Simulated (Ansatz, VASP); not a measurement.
**PbO2: VASP beside Ansatz**

The input POSCAR:

```
PbO2
1.0
    0.0000000000      2.5700000000      2.5700000000
    2.5700000000      0.0000000000      2.5700000000
    2.5700000000      2.5700000000      0.0000000000
Pb O
1 2
Direct
    0.0000000000      0.0000000000      0.0000000000
    0.2500000000      0.2500000000      0.2500000000
    0.7500000000      0.7500000000      0.7500000000
```

The input INCAR.step1:

```
SYSTEM = PbO2
ALGO = Normal ; EDIFF = 1E-4
ENCUT = 520 ; GGA = PE
ISMEAR = -1 ; LASPH = .True.
LCHARG = .False. ; LREAL = .False.
LWAVE = .True. ; NBANDS = 20
NELM = 80 ; PREC = Accurate
SIGMA = 0.1
```

File INCAR.step2:

```
SYSTEM = PbO2
ALGO = Normal ; EDIFF = 1E-6
ENCUT = 520 ; ISIF = 2
ISMEAR = -1 ; ISTART = 1
LASPH = .True. ; LCHARG = .False.
LMIXTAU = .True. ; LREAL = .False.
LWAVE = .False. ; METAGGA = R2SCAN
NBANDS = 20 ; NELM = 80
PREC = Accurate ; SIGMA = 0.1
```

The input KPOINTS:

```
k-points
0
Gamma
  6 6 6
  0 0 0
```

Input for Ansatz:

```yaml
crystal:
  lattice:
    - [0.0, 2.57, 2.57]
    - [2.57, 0.0, 2.57]
    - [2.57, 2.57, 0.0]
  atoms:
    - { symbol: Pb, position: [0.0, 0.0, 0.0] }
    - { symbol: O, position: [0.25, 0.25, 0.25] }
    - { symbol: O, position: [0.75, 0.75, 0.75] }
kpoints:
  mp_grid:
    grid: [6, 6, 6]
hamiltonian:
  xc: r2scan
scf:
  occupations:
    method: fermi_dirac
    width: 0.1
output:
  stress: true
```

Alike in both runs: task single point; functional r2SCAN; k mesh 6 × 6 × 6; occupations fermi-dirac, width 0.1 eV; no spin polarisation.

|  | VASP | Ansatz |
| --- | --- | --- |
| version | VASP 6.6.1 | Ansatz 0.2.0 |
| potentials or method | VASP PAW PBE potentials, release 64 (Pb_d, O) | plane waves, PAW |
| plane-wave cutoff (eV) | 520 | 500 |
| valence electrons in the cell | 26 | 26 |

```csv
,VASP,Ansatz,Ansatz less VASP
pressure (GPa),23.2,21.5,-1.69
```

Caveats: so large a pressure means that the cell lies far from this level's equilibrium, or that cutoff or potentials fall short (VASP); the potentials were made for another functional, which shifts forces and pressure (VASP). Spin-orbit coupling is left out, which matters for the levels of Pb.
